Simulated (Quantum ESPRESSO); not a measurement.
## WS2 under changes of volume

One of the cells (17.744 Å³/atom); the others are scaled copies at fixed shape and fractional positions:

```
W S
1.0
     1.57900    0.91164    6.16333
    -1.57900    0.91164    6.16333
     0.00000   -1.82327    6.16333
W S
1 2
Cartesian
  0.0000 0.0000 0.0000
  0.0000 0.0000 10.7427
  0.0000 0.0000 13.8730
```

Measurements of this composition are mostly on another form, of space group No. 194.

```yaml
Program: Quantum ESPRESSO 7.5
Functional: r2SCAN
Potentials_or_basis: SG15 PBE 1.2
Cutoff: 1020 eV
Density_cutoff: 4082 eV
k_mesh: 4 × 4 × 4
Occupations: fermi-dirac, width 0.05 eV
Spin: no spin polarisation
```

```csv
volume (Å³/atom),energy over the lowest point (meV/atom),pressure (GPa)
16.679,?,?
17.034,10.66,6.2
17.389,1.27,2.3
17.744,0.00,-1.2
18.099,6.03,-4.3
18.454,18.62,-7.1
18.809,37.12,-9.6
```

Question: What does the run at 16.679 Å³/atom give?

Answer: Energy over the lowest point 29.12 meV/atom; pressure 10.5 GPa.

Worked out: A Birch-Murnaghan fit of order 3 (a polynomial in V^(-2/3)) to the other rows has its minimum at 17.62 Å³/atom with B0 = V·E''(V) = 169 GPa and B' = 4.3 at fixed shape and positions, which overstates the stiffness. It gives 29.08 meV/atom at 16.679 Å³/atom, against the run's 29.12, and -dE/dV = 10.5 GPa, against 10.5.

Energies are extrapolated to zero smearing.

Caveats: all runs use coarse meshes; the potentials were made for another functional, which shifts forces and pressure.
